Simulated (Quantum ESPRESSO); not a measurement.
HfC:

```xyz
2
Lattice="0.0000 2.3250 2.3250 2.3250 0.0000 2.3250 2.3250 2.3250 0.0000" Properties=species:S:1:pos:R:3 pbc="T T T"
Hf    2.3250    2.3250    2.3250
C     0.0000    0.0000    0.0000
```

Base run:

* Program: Quantum ESPRESSO 7.5
* Functional: PBE
* Potentials or basis: SSSP 1.3 efficiency PBE
* Cutoff: 816 eV
* Density cutoff: 5987 eV
* k mesh: 10 × 10 × 10
* Occupations: fermi-dirac, width 0.05 eV
* Spin: no spin polarisation

Its results: band gap on the k mesh none (metal or under the smearing width); pressure 0.5 GPa.

Question: After a change of settings the same cell gave: band gap on the k mesh none (metal or under the smearing width); pressure 7.1 GPa. Which change was it?
A. functional from PBE to LDA; potentials or basis from SSSP 1.3 efficiency PBE to PseudoDojo 0.4.1 SR LDA standard; cutoff from 816 eV to 1116 eV; density cutoff from 5987 eV to 4463 eV; hubbard projectors from ortho-atomic to none
B. potentials or basis from SSSP 1.3 efficiency PBE to PseudoDojo 0.4.1 SR PBE standard; cutoff from 816 eV to 1116 eV; density cutoff from 5987 eV to 4463 eV; hubbard projectors from ortho-atomic to none
C. hubbard terms from none to Hf d U = 4 eV
D. functional from PBE to PBEsol; potentials or basis from SSSP 1.3 efficiency PBE to GBRV 1.5 PBEsol; cutoff from 816 eV to 612 eV; density cutoff from 5987 eV to 4898 eV; hubbard projectors from ortho-atomic to none

Answer: C.

Caveats: U without spin polarisation on a metal has little footing (some runs); the U is typed as a test and isn't derived for this compound (some runs).

Not every run made on this cell is shown here.
